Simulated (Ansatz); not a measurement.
input.yaml for BN (Ansatz 0.2.0)

```yaml
crystal:
  lattice:
    - [2.5539396017, 0.0, 0.0]
    - [-1.2769698009, 2.2117765748, 0.0]
    - [0.0, 0.0, 4.226855]
  atoms:
    - { symbol: B, position: [0.6666666667, 0.3333333333, 0.999724] }
    - { symbol: B, position: [0.3333333333, 0.6666666667, 0.499724] }
    - { symbol: "N", position: [0.6666666667, 0.3333333333, 0.625276] }
    - { symbol: "N", position: [0.3333333333, 0.6666666667, 0.125276] }
basis:
  ecutwfc: 420
kpoints:
  mp_grid: { grid: [9, 9, 4] }
hamiltonian:
  xc: pbe
scf:
  occupations: { method: gaussian, width: 0.1 }
output:
  forces: true
  stress: true
  eigenvalues: true
```

Command:

```bash
ansatz run input.yaml --threads 1 --pin off --max-ram 1331MiB --backend cpu --events-out ev --progress --plain --runs-dir out
```

Output, shortened (HF is the Harris–Foulkes energy, dr2 the density residual in eV):

```text
Pseudopotential: B, paw, valence charge 3, recommended cutoff 420 eV (normal)
Pseudopotential: N, paw, valence charge 5, recommended cutoff 420 eV (normal)
Crystal: 4 atoms, lattice volume = 23.876 Å³
Basis set: ecut = 420 eV, 465 PW (Γ), exchange–correlation on 36×36×60 points (8 copies of the dense FFT grid, shifted against one another)
Bands: 12, of which v1, the nominal top of the filled ones, is band 8 counted from 1 (7 counted from 0)
Symmetry: 12 space group operations
Space group: P63mc (ITA 186), of the structure as read, at distance tolerance 2.9e-5 Å
k-points: 36 of 324 (time reversal used)
Initial density: superposition of atomic densities, corrected by the library's trained network
SCF iter   1: HF=-1084.482613 eV  Δρ=2.70e-3  dr2=8.98e-4
SCF iter   2: HF=-1084.482777 eV  Δρ=9.66e-4  dr2=1.08e-4
SCF iter   3: HF=-1084.482882 eV  Δρ=4.76e-4  dr2=1.61e-5
SCF iter   4: HF=-1084.482930 eV  Δρ=7.89e-5  dr2=4.94e-7
SCF iter   5: F=-1084.482932 eV  HF=-1084.482932 eV  Δρ=9.08e-6  dr2=6.55e-9
SCF iter   6: F=-1084.482932 eV  HF=-1084.482932 eV  Δρ=8.44e-7  dr2=6.57e-11
SCF 1 converged in 6 iterations: F = -1084.482932 eV  dr2 = 6.57e-11
SCF converged after 6 iterations
Free energy (F): -1084.482932 eV
E sigma→0 (E₀):  -1084.482932 eV
Fermi energy:    13.774804 eV
--- Forces (eV/Å), atoms counted from 1 ---
  atom   1  B      0.00000000     0.00000000     0.01694204
  atom   2  B     -0.00000000    -0.00000000     0.01694204
  atom   3  N     -0.00000000    -0.00000000    -0.01694252
  atom   4  N      0.00000000     0.00000000    -0.01694252
--- Stress (GPa, compression-positive) ---
        0.200555       0.000000       0.000000
       -0.000000       0.200555      -0.000000
        0.000000       0.000000      -0.527762
  P = ⅓ Tr σ = -0.0422 GPa (-0.422 kbar)
```

These settings were drawn at random to show what each does; none of the numbers is a converged property of the crystal.